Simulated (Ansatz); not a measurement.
Crystal: NiO.

```xyz
2
Lattice="0.0000 2.0859 2.0859 2.0859 0.0000 2.0859 2.0859 2.0859 0.0000" Properties=species:S:1:pos:R:3 pbc="T T T"
Ni    0.0000    0.0000    0.0000
O     2.0859    2.0859    2.0859
```

| Property | Result |
| --- | --- |
| Program | Ansatz 0.2.0 |
| Task | single point |
| Functional | PBE |
| Potentials or basis | Ansatz PAW |
| Cutoff | 420 eV (not typed: the program's choice for these potentials) |
| k mesh | 11 × 11 × 11 |
| Occupations | fermi-dirac, width 0.05 eV |
| Spin | collinear spin, ferromagnetic start |
| Starting moments | [1.0, 0.0] μB |

On this cell: pressure 5.7 GPa; largest force zero by symmetry; net moment 1.73 μB per cell; site moments Ni +1.40; O +0.27 μB; band gap on the k mesh none (metal or under the smearing width).

The same run follows on a disturbed copy (atoms moved at random, drawn with an rms of 0.05 Å):

```
CELL_PARAMETERS angstrom
0.00000 2.08590 2.08590
2.08590 0.00000 2.08590
2.08590 2.08590 0.00000
ATOMIC_POSITIONS crystal
Ni 0.99963 0.98326 0.01952
O 0.50305 0.49315 0.49605
```

Question: What changes?

Answer: The energy (extrapolated to zero smearing) moves by +2.1 meV/atom; pressure 6.3 GPa; largest force 0.151 eV/Å; net moment 1.76 μB per cell; site moments Ni +1.41; O +0.28 μB; band gap on the k mesh none (metal or under the smearing width).

Forces on the atoms (eV/Å):
```
Ni  -0.073 -0.111  0.072
O    0.073  0.111 -0.072
```

Stress tensor (GPa, compression positive):
```
6.22 0.00 0.00
0.00 6.61 0.00
0.00 0.00 6.20
```

Caveats: a cell with one magnetic atom can't hold antiferromagnetic order, which such compounds often take; semilocal functionals often make such compounds metallic where correlation or magnetic order opens a gap, which also shifts bond lengths.
